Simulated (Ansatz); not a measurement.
Strain and the gap of AlN (rocksalt)

AlN built on the rocksalt prototype, relaxed with r2SCAN in Ansatz 0.2.0. The symmetry is Fm-3m (No. 225, cubic); conventional cell a = 4.038 Å, 8.23 Å³ an atom. Around Al lie 6 N at 2.02 Å; around N lie 6 Al at 2.02 Å.

The axes x, y and z are those of this cell:
```yaml
crystal:
  lattice:
    - [0.00000, 2.01887, 2.01887]
    - [2.01887, 0.00000, 2.01887]
    - [2.01887, 2.01887, 0.00000]
  atoms:
    - { symbol: Al, position: [0.00000, 0.00000, 0.00000] }
    - { symbol: N, position: [0.50000, 0.50000, 0.50000] }
```

Unstrained: With PBE the valence top lies at Γ and the conduction bottom at X, 4.669 eV higher; the smallest vertical gap, at Γ, is 5.726 eV. With r2SCAN the valence top lies at Γ and the conduction bottom at X, 5.522 eV higher; the smallest vertical gap, at Γ, is 6.530 eV. With HSE06 the valence top lies at Γ and the conduction bottom at X, 6.083 eV higher; the smallest vertical gap, at Γ, is 7.266 eV. Meshes: PBE 10×10×10, r2SCAN 10×10×10, HSE06 8×8×8. Strains are changes of length per length. After each strain the atoms were relaxed again with r2SCAN in this cell and within any symmetry left, so distortions that break it or need a larger cell weren't tested; points keep the names that they have in the unstrained zone. Simulation only: spin-unpolarised, and no claim that this is the phase found in nature.

Changes of the least gap in eV (an overlap counts as a negative gap):
```json
{"strain": "uniaxial -4.0 % along z", "volume change (%)": "-4.0", "space group": "I4/mmm", "PBE": "+0.077", "r2SCAN": "+0.051", "HSE06": "0.000", "G0W0@PBE (mesh)": "-0.19", "energy rise, r2SCAN (meV/atom)": "22.6"}
{"strain": "uniaxial -3.0 % along z", "volume change (%)": "-3.0", "space group": "I4/mmm", "PBE": "+0.050", "r2SCAN": "+0.061", "HSE06": "+0.054", "G0W0@PBE (mesh)": "-0.09", "energy rise, r2SCAN (meV/atom)": "12.2"}
{"strain": "uniaxial -2.0 % along z", "volume change (%)": "-2.0", "space group": "I4/mmm", "PBE": "+0.029", "r2SCAN": "+0.036", "HSE06": "+0.032", "G0W0@PBE (mesh)": "+0.02", "energy rise, r2SCAN (meV/atom)": "5.2"}
{"strain": "uniaxial -1.0 % along z", "volume change (%)": "-1.0", "space group": "I4/mmm", "PBE": "+0.012", "r2SCAN": "+0.016", "HSE06": "+0.013", "G0W0@PBE (mesh)": "+0.02", "energy rise, r2SCAN (meV/atom)": "1.2"}
{"strain": "uniaxial +1.0 % along z", "volume change (%)": "+1.0", "space group": "I4/mmm", "PBE": "-0.173", "r2SCAN": "-0.179", "HSE06": "-0.193", "G0W0@PBE (mesh)": "-0.20", "energy rise, r2SCAN (meV/atom)": "1.2"}
{"strain": "uniaxial +2.0 % along z", "volume change (%)": "+2.0", "space group": "I4/mmm", "PBE": "-0.339", "r2SCAN": "-0.351", "HSE06": "-0.378", "G0W0@PBE (mesh)": "-0.39", "energy rise, r2SCAN (meV/atom)": "4.4"}
{"strain": "uniaxial +3.0 % along z", "volume change (%)": "+3.0", "space group": "I4/mmm", "PBE": "-0.497", "r2SCAN": "-0.515", "HSE06": "-0.555", "G0W0@PBE (mesh)": "-0.58", "energy rise, r2SCAN (meV/atom)": "9.6"}
{"strain": "uniaxial +4.0 % along z", "volume change (%)": "+4.0", "space group": "I4/mmm", "PBE": "-0.648", "r2SCAN": "-0.671", "HSE06": "-0.723", "G0W0@PBE (mesh)": "-0.76", "energy rise, r2SCAN (meV/atom)": "16.4"}
```
Unstrained, G0W0@PBE with 68 empty bands, a screening cutoff of 150 eV and a 6×6×6 mesh gives 6.32 eV on its mesh; the band count follows the volume. The G0W0 figures hold for the stated bands, cutoff and mesh and aren't extrapolated.

Uniaxial -4.0 % along z, other directions held. HSE06: the gap goes from 6.083 to 6.083 eV (0.000 eV); the X points, equivalent before, split by 439 meV, and the conduction bottom lies at those like (1/2, 1/2, 0); with r2SCAN the top three valence levels at Γ, degenerate before, become 2+1 from the top over 314 meV. Stress change with r2SCAN, compression positive: xx +7.86, yy +7.86, zz +23.80 GPa.

Uniaxial -3.0 % along z, other directions held. HSE06: the gap goes from 6.083 to 6.137 eV (+0.054 eV); the X points, equivalent before, split by 301 meV, and the conduction bottom lies at those like (1/2, 1/2, 0); with r2SCAN the top three valence levels at Γ, degenerate before, become 2+1 from the top over 233 meV. Stress change with r2SCAN, compression positive: xx +5.77, yy +5.77, zz +16.79 GPa.

Uniaxial -2.0 % along z, other directions held. HSE06: the gap goes from 6.083 to 6.115 eV (+0.032 eV); the X points, equivalent before, split by 201 meV, and the conduction bottom lies at those like (1/2, 1/2, 0); with r2SCAN the top three valence levels at Γ, degenerate before, become 2+1 from the top over 153 meV. Stress change with r2SCAN, compression positive: xx +3.77, yy +3.77, zz +10.53 GPa.

Uniaxial -1.0 % along z, other directions held. HSE06: the gap goes from 6.083 to 6.096 eV (+0.013 eV); the X points, equivalent before, split by 100 meV, and the conduction bottom lies at those like (1/2, 1/2, 0); with r2SCAN the top three valence levels at Γ, degenerate before, become 2+1 from the top over 75 meV. Stress change with r2SCAN, compression positive: xx +1.85, yy +1.85, zz +4.96 GPa.

Uniaxial +1.0 % along z, other directions held. HSE06: the gap goes from 6.083 to 5.890 eV (-0.193 eV); with r2SCAN the top three valence levels at Γ, degenerate before, become 1+2 from the top over 73 meV. Stress change with r2SCAN, compression positive: xx -1.77, yy -1.77, zz -4.40 GPa.

Uniaxial +2.0 % along z, other directions held. HSE06: the gap goes from 6.083 to 5.705 eV (-0.378 eV); with r2SCAN the top three valence levels at Γ, degenerate before, become 1+2 from the top over 143 meV. Stress change with r2SCAN, compression positive: xx -3.47, yy -3.47, zz -8.28 GPa.

Uniaxial +3.0 % along z, other directions held. HSE06: the gap goes from 6.083 to 5.528 eV (-0.555 eV); with r2SCAN the top three valence levels at Γ, degenerate before, become 1+2 from the top over 211 meV. Stress change with r2SCAN, compression positive: xx -5.09, yy -5.09, zz -11.70 GPa.

Uniaxial +4.0 % along z, other directions held. HSE06: the gap goes from 6.083 to 5.360 eV (-0.723 eV); with r2SCAN the top three valence levels at Γ, degenerate before, become 1+2 from the top over 275 meV. Stress change with r2SCAN, compression positive: xx -6.65, yy -6.65, zz -14.70 GPa.

The meshes of the hybrids are coarse, so their gaps aren't converged to the digits shown.

The splittings at Γ are without spin-orbit coupling, which regroups them where it is of like size.
